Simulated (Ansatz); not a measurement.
# BeS: band gap under strain

How does strain move the band edges of BeS built on the zincblende prototype, and do the functionals agree on it? States: -1.5 % equal strain in all directions; +2.5 % shear in the xy plane; +1.5 % equal strain in all directions.

Program: Ansatz 0.2.0. PAW datasets, plane waves. (Simulation; spin polarisation is off.)

## 1. The cell

The unstrained cell was relaxed with r2SCAN; in each strained cell the atoms were relaxed again with r2SCAN. Names of k-points are those of the unstrained zone, where strain can split equivalent points. First state: -1.5 % equal strain in all directions.

The symmetry is F-43m (No. 216, cubic); conventional cell a = 4.796 Å, 13.79 Å³ an atom. Around Be lie 4 S at 2.08 Å; around S lie 4 Be at 2.08 Å.

As a file:

```
CELL_PARAMETERS angstrom
0.00000 2.39779 2.39779
2.39779 0.00000 2.39779
2.39779 2.39779 0.00000
ATOMIC_POSITIONS crystal
Be 0.00000 0.00000 0.00000
S 0.25000 0.25000 0.25000
```

From earlier runs on the unstrained cell: PBE 3.14 eV, r2SCAN 3.59 eV, HSE06 4.09 eV, G0W0 4.45 eV (on its mesh); a = 4.869 Å.

## 2. -1.5 % equal strain in all directions: PBE

Input file input.yaml:

```yaml
crystal:
  lattice:
    - [0.0, 2.3977916369, 2.3977916369]
    - [2.3977916369, 0.0, 2.3977916369]
    - [2.3977916369, 2.3977916369, 0.0]
  atoms:
    - { symbol: Be, position: [0.0, 0.0, 0.0] }
    - { symbol: S, position: [0.25, 0.25, 0.25] }
kpoints:
  mp_grid: { grid: [10, 10, 10] }
  band_path:
    path:
      - [0.0, 0.0, 0.0]
      - [-0.5, -0.5, 0.0]
      - [-0.375, -0.375, 0.25]
      - [-0.375, 0.0, 0.375]
      - [0.0, 0.0, 0.5]
      - [-0.5, -0.25, 0.25]
      - [-0.0375, 0.0, 0.0375]
      - [0.0, 0.5, 0.5]
    npoints: 1
hamiltonian:
  xc: pbe
scf:
  occupations: { method: fermi_dirac, width: 0.02 }
  n_extra_bands: 4
output:
  forces: true
  stress: true
  eigenvalues: true
```

Command:

```console
$ ansatz run input.yaml --threads 2 --pin off --max-ram 2211MiB --backend cpu --events-out ev --progress --plain --runs-dir out
```

The runs that follow: -1.5 % equal strain in all directions: r2SCAN; -1.5 % equal strain in all directions: HSE06; -1.5 % equal strain in all directions: G0W0@PBE; +2.5 % shear in the xy plane: PBE; +2.5 % shear in the xy plane: r2SCAN; +2.5 % shear in the xy plane: HSE06; +2.5 % shear in the xy plane: G0W0@PBE; +1.5 % equal strain in all directions: PBE; +1.5 % equal strain in all directions: r2SCAN; +1.5 % equal strain in all directions: HSE06; +1.5 % equal strain in all directions: G0W0@PBE.

Before running it: what results should come out?

As calculated:

Least gap in eV (negative: overlap), with the change from the unstrained cell in brackets. G0W0 is on its own coarse mesh.

| state | volume change (%) | PBE | r2SCAN | HSE06 | G0W0 |
| --- | --- | --- | --- | --- | --- |
| -1.5 % equal strain in all directions | -4.4 | 3.03 (-0.11) | 3.48 (-0.11) | 3.98 (-0.11) | 4.33 (-0.12) |
| +2.5 % shear in the xy plane | -0.0 | 3.02 (-0.12) | 3.47 (-0.12) | 3.97 (-0.12) | 4.33 (-0.12) |
| +1.5 % equal strain in all directions | +4.6 | 3.23 (+0.09) | 3.68 (+0.09) | 4.18 (+0.09) | 4.55 (+0.10) |

In words: The largest move of the HSE06 gap in the table is -0.115 eV, under +2.5 % shear in the xy plane. PBE and HSE06 differ by 0.95 eV on the unstrained gap, and by at most 0.00 eV on its change: PBE follows the response to strain far better than the gap itself. G0W0 values are finite-basis, finite-mesh values.
